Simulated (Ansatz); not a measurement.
Here is an Ansatz 0.2.0 calculation.

File input.yaml:

```yaml
crystal:
  lattice:
    - [2.904158, -0.05808316, 0.0]
    - [-0.0768962, 3.84481, 0.0]
    - [0.0, 0.0, 6.164264]
  atoms:
    - { symbol: Mn, position: [0.5, 0.5, 0.3433015], spin: 4.0 }
    - { symbol: Mn, position: [0.0, 0.0, 0.6566985], spin: 4.0 }
    - { symbol: O, position: [0.5, 0.0, 0.8375675] }
    - { symbol: O, position: [0.0, 0.5, 0.1624325] }
    - { symbol: O, position: [0.5, 0.0, 0.4217995] }
    - { symbol: O, position: [0.0, 0.5, 0.5782005] }
hamiltonian:
  xc: pbe
  pseudopotentials: { kind: paw }
magnetization:
  spin_polarized: true
kpoints:
  mp_grid: { grid: [7, 5, 4] }
scf:
  occupations: { method: fermi_dirac, width: 0.05 }
output:
  forces: true
  stress: true
  eigenvalues: true
```

Potentials or basis: Ansatz PAW.

Run with:

```sh
$ ansatz run input.yaml --threads 2 --pin off --max-ram 5632MiB --backend cpu --events-out ev --progress --plain --runs-dir out
```

Q: Estimate the band gap on the k mesh.

A: None (metal or under the smearing width).

Q: What does it give for the absolute moment?

A: 6.26 μB per cell.

Q: What does it give for the largest force?

A: 0.801 eV/Å.

Q: Predict the site moments.

A: Mn +2.41; O +0.12, +0.00 μB.

Forces on the atoms (eV/Å):
```
Mn   0.000  0.000 -0.420
Mn   0.000  0.000  0.420
O    0.000  0.000 -0.801
O    0.000  0.000  0.801
O    0.000  0.000  0.057
O    0.000  0.000 -0.057
```

Caveat: semilocal functionals often make such compounds metallic where correlation or magnetic order opens a gap, which also shifts bond lengths; only a ferromagnetic start was run, and an antiferromagnetic order may lie lower in energy.
